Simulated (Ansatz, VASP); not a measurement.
# One calculation of SiC, two programs

File INCAR:

```
SYSTEM = SiC
PREC = Accurate
ENCUT = 520
EDIFF = 1E-6
ISMEAR = -1
SIGMA = 0.05
LREAL = .FALSE.
LASPH = .TRUE.
NELM = 60
ALGO = Normal
ISIF = 2
LWAVE = .FALSE.
LCHARG = .FALSE.
NBANDS = 11
```

File KPOINTS:

```
Automatic mesh
0
G
  17 17 17
  0 0 0
```

POSCAR

```
SiC
1.0
    0.0000000000      1.7733643752      1.7733643752
    1.7733643752      0.0000000000      1.7733643752
    1.7733643752      1.7733643752      0.0000000000
Si C
1 1
Direct
    0.0000000000      0.0000000000      0.0000000000
    0.2500000000      0.2500000000      0.2500000000
```

Input for Ansatz:

```yaml
crystal:
  lattice:
    - [0.0, 1.7733643752, 1.7733643752]
    - [1.7733643752, 0.0, 1.7733643752]
    - [1.7733643752, 1.7733643752, 0.0]
  atoms:
    - { symbol: Si, position: [0.0, 0.0, 0.0] }
    - { symbol: C, position: [0.25, 0.25, 0.25] }
kpoints:
  mp_grid: { grid: [17, 17, 17] }
scf:
  occupations: { method: fermi_dirac, width: 0.05 }
hamiltonian:
  xc: lda
  pseudopotentials: { kind: paw, source: ansatz }
output:
  forces: true
  stress: true
  eigenvalues: true
```

Change from the starting cell: volume scaled by 0.55, PAW files, source ansatz.

Alike in both runs: task single point; functional LDA; k mesh 17 × 17 × 17; occupations fermi-dirac, width 0.05 eV; no spin polarisation.

```csv
,VASP,Ansatz
version,VASP 6.6.1,Ansatz 0.2.0
potentials or method,"VASP PAW LDA potentials, release 64 (Si, C)","PAW with other files of Ansatz's library (source ansatz), scalar-relativistic"
plane-wave cutoff (eV),520,820
valence electrons in the cell,8,8
```

|  | VASP | Ansatz | Ansatz less VASP |
| --- | --- | --- | --- |
| pressure (GPa) | 411.6 | 409.3 | -2.32 |

Caveats: the cell as given lies far from equilibrium; so large a pressure means that the cell lies far from this level's equilibrium, or that cutoff or potentials fall short (VASP); an odd mesh through Γ misses points on the zone boundary, where band edges often lie.
